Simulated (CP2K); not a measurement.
## Hf under changes of volume

One of the cells (21.882 Å³/atom); the others are scaled copies at fixed shape and fractional positions:

```
CELL_PARAMETERS angstrom
3.13955 0.00000 0.00000
1.56978 2.71893 0.00000
1.56978 0.90631 2.56344
ATOMIC_POSITIONS crystal
Hf 0.00000 0.00000 0.00000
```

This isn't the form of Hf at room conditions, which is hcp.

| Item | Value |
| --- | --- |
| Program | CP2K 2026.2 |
| Functional | r2SCAN |
| Potentials or basis | POTENTIAL_UZH Hf GTH-SCAN-q12; TZVP-MOLOPT-SCAN-GTH basis |
| Density cutoff | 9184 eV |
| k mesh | 10 × 10 × 10 |
| Occupations | fermi-dirac, width 0.05 eV |
| Spin | no spin polarisation |

| volume (Å³/atom) | energy over the lowest point (meV/atom) | pressure (GPa) |
| --- | --- | --- |
| 20.569 | 17.54 | 5.8 |
| 21.007 | ? | ? |
| 21.444 | 0.00 | 0.9 |
| 21.882 | 0.79 | -1.1 |
| 22.320 | 6.99 | -3.0 |
| 22.757 | 17.99 | -4.7 |
| 23.195 | 33.21 | -6.2 |

What does the run at 21.007 Å³/atom give?

Energy over the lowest point 5.34 meV/atom; pressure 3.3 GPa.

Worked out: A Birch-Murnaghan fit of order 3 (a polynomial in V^(-2/3)) to the other rows has its minimum at 21.60 Å³/atom with B0 = V·E''(V) = 106 GPa and B' = 5.0. It gives 5.31 meV/atom at 21.007 Å³/atom, against the run's 5.34, and -dE/dV = 3.2 GPa, against 3.3.

Energies are extrapolated to zero smearing.

Caveats: the basis of atomic orbitals isn't converged, which shifts pressures, moduli and gaps.
